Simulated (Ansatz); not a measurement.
## Notes on BaTiO3

```yaml
crystal:
  lattice:
    - [4.07485, 4.06370, 0.00000]
    - [0.02227, 4.07481, 4.06369]
    - [4.07485, 0.01110, 4.06369]
  atoms:
    - { symbol: Ba, position: [0.00000, 0.00000, 0.00000] }
    - { symbol: Ba, position: [0.50000, 0.50000, 0.50000] }
    - { symbol: Ti, position: [0.24265, 0.24265, 0.24265] }
    - { symbol: Ti, position: [0.74265, 0.74265, 0.74265] }
    - { symbol: O, position: [0.49955, 0.00925, 0.00925] }
    - { symbol: O, position: [0.99955, 0.50925, 0.50925] }
    - { symbol: O, position: [0.00925, 0.49955, 0.00925] }
    - { symbol: O, position: [0.50925, 0.99955, 0.50925] }
    - { symbol: O, position: [0.00925, 0.00925, 0.49955] }
    - { symbol: O, position: [0.50925, 0.50925, 0.99955] }
```

Level: r2SCAN, with U_eff = 2.99 eV on Ti d (all-electron-ortho-atomic projectors), no spin polarisation; 500 eV; 6×6×6 Γ-centred mesh; methfessel-paxton occupations (width 0.0262 eV); Ansatz 0.2.0, fixed geometry.

Task: How is the charge shared?

Result: Bader charges in e: Ba +1.58, Ti +2.39, O -1.32. In the mean Ti gives up most and O takes most.

Task: What is the character of the valence top and the conduction bottom?

Result: Within 0.7 eV of the edges, the states project mainly on O p (95 %) below the gap and on Ti d (87 %) above it.

Task: Describe some of the short contacts.

Result: Ti–O at 1.90 Å: least valence density 0.82 e/Å³ and ELF 0.24 there. Ba–O at 2.83 Å: least valence density 0.17 e/Å³ and ELF 0.08 there, a closed-shell (ionic or weak) contact. Both are smooth PAW fields, read partly inside the augmentation spheres.

Task: What does the stress say?

Result: The pressure is -4.4 GPa (compression positive), so with the atoms held at these fractions the cell would first shrink.

Task: Is there a gap, and of what kind?

Result: The gap is 2.97 eV, direct at the points sampled.

Task: Where is the largest force?

Result: The largest is on Ba2 (and as large on other atoms): 0.13 eV/Å, components (-0.08, -0.08, -0.08). It makes 37° with the line to a nearest neighbour, O10 at 2.83 Å, pointing towards it.

Origin: a database entry at a rescaled volume.
